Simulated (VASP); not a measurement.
Input of a VASP 6.6.1 run:

File INCAR:

```
SYSTEM = InPd
  ALGO = Fast
  EDIFF = 1E-6
  EDIFFG = -0.005
  ENCUT = 600
  GGA = PE
  IBRION = 2
  ISIF = 3
  ISMEAR = -1
  LASPH = .TRUE.
  LCHARG = .FALSE.
  LREAL = .FALSE.
  LWAVE = .FALSE.
  NELM = 100
  NSW = 40
  PREC = Accurate
  PSTRESS = 50
  SIGMA = 0.05
```

Contents of KPOINTS:

```
k-points
0
G
  8 8 8
  0 0 0
```

Contents of POSCAR:

```
InPd
1.0
    0.0000000000      2.7460700000      2.7460700000
    2.7460700000      0.0000000000      2.7460700000
    2.7460700000      2.7460700000      0.0000000000
In Pd
1 1
Direct
    0.0000000000      0.0000000000      0.0000000000
    0.5000000000      0.5000000000      0.5000000000
```

Potentials or basis: VASP PAW PBE potentials, release 64 (In_d, Pd).

Command:

```bash
$ cat potpaw_PBE.64/In_d/POTCAR potpaw_PBE.64/Pd/POTCAR > POTCAR
$ mpirun -np 1 vasp_std > vasp.out
```

**Question.** Predict the relaxed volume.

**Answer.** 19.73 Å³/atom.

**Question.** Estimate the relaxed cell.

**Answer.** a = 3.822 Å, b = 3.822 Å, c = 3.822 Å, α = 60.00°, β = 60.00°, γ = 60.00°.

**Question.** Predict the band gap on the k mesh.

**Answer.** None (metal or under the smearing width).

**Question.** Predict the space group after relaxing (to 0.05 Å).

**Answer.** Fm-3m (No. 225).

Final structure:
```yaml
crystal:
  lattice:
    - [0.00000, 2.70234, 2.70234]
    - [2.70234, 0.00000, 2.70234]
    - [2.70234, 2.70234, 0.00000]
  atoms:
    - { symbol: In, position: [0.00000, 0.00000, 0.00000] }
    - { symbol: Pd, position: [0.50000, 0.50000, 0.50000] }
```

Caveat: the cell is relaxed towards a set pressure, so the enthalpy falls and the energy may rise.
